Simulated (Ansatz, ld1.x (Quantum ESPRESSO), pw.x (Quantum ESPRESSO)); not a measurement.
**Ta (fcc): variants of one ultrasoft potential in the solid**

* Element: tantalum (Ta)
* Generator: ld1.x (Quantum ESPRESSO) 7.5
* Type: ultrasoft
* Functional: PBE
* Relativity: scalar-relativistic
* Frozen core: [Kr] 4d10 4f14 5s2
* Valence charge: 11
* Reference configuration: 5p6 5d3 6s2 6p0
* Partial waves: 6s (bound): rcut 2.60, rcutus 3.10 bohr; 6s channel at 0.95 Ry: rcut 2.60, rcutus 3.10 bohr; 5p (bound): rcut 1.80, rcutus 2.10 bohr; 6p (bound, empty): rcut 1.80, rcutus 2.10 bohr; 5d (bound): rcut 2.15, rcutus 2.80 bohr; 5d channel at 0.2 Ry: rcut 2.15, rcutus 2.80 bohr
* Local potential: all-electron potential smoothed inside 2.80 bohr (lloc = -1)
* Core correction: Bessel-smoothed model core, default radius (core density twice the valence density)
* Augmentation charge: PSQ, inside the norm-conserving radii

Crystal test: fcc Ta in pw.x 7.5, no spin, 13³ k-points, Fermi–Dirac smearing 0.01 Ry, cutoffs set for each file from its atomic test. The reference is all-electron LAPW (Ansatz 0.2.0) with the same functional, mesh and smearing; V0 and B0 come from Birch–Murnaghan fits to the pressures at five volumes. Errors are pseudo minus all-electron; Δ is the rms difference of the E(V) curves that follow from these fits, minima aligned, over ±6 % about the mean V0. Mesh and smearing are coarse, so the numbers serve the comparison and aren't converged zero-temperature values; the lattice is a test structure that the element need not adopt.

All-electron: a0 = 4.224 Å (V0 = 18.84 Å³/atom), B0 = 188.4 GPa.

Base: The largest radius (3.10 bohr) exceeds half the bond length (2.83 bohr), so the spheres overlap, which is one possible source of error among others. Atomic configuration tests: test run stopped at test 4 of 7 (negative rho).

A dash in a converged row means that the minimum lies outside the volumes sampled.

| change | cutoffs (Ry) | pw.x | a0 (Å) | a0 error (%) | B0 error (%) | Δ (meV/atom) | mean pressure error (GPa) |
| --- | --- | --- | --- | --- | --- | --- | --- |
| base | 45/360 | converged | 4.240 | +0.37 | -0.5 | 8.7 | +2.13 |
| wave 5d channel at 0.2 Ry: rcut 2.15, rcutus 2.80 bohr becomes 5d channel at -0.18 Ry: rcut 2.15, rcutus 2.80 bohr | 45/360 | converged | 4.239 | +0.35 | -0.1 | 8.3 | +2.02 |
| wave 5d channel at 0.2 Ry: rcut 2.15, rcutus 2.80 bohr becomes 5d channel at 0.06 Ry: rcut 2.15, rcutus 2.80 bohr | 45/360 | converged | 4.240 | +0.37 | -0.4 | 8.6 | +2.09 |
| wave 5d channel at 0.2 Ry: rcut 2.15, rcutus 2.80 bohr becomes 5d channel at 0.71 Ry: rcut 2.15, rcutus 2.80 bohr | 45/360 | converged | 4.260 | +0.85 | -2.6 | 19.7 | +4.87 |
| wave 5d channel at 0.2 Ry: rcut 2.15, rcutus 2.80 bohr becomes 5d channel at 3.85 Ry: rcut 2.15, rcutus 2.80 bohr | 45/360 | converged | – | – | – | – | +22.83 |

**Question.** Give the row for: wave 5d channel at 0.2 Ry: rcut 2.15, rcutus 2.80 bohr becomes 5d channel at 2.3 Ry: rcut 2.15, rcutus 2.80 bohr.

**Answer.** pw.x: converged; mean pressure error (GPa): +4.47; a0 (Å): 4.257; a0 error (%): +0.78; B0 error (%): -1.9; Δ (meV/atom): 18.1.
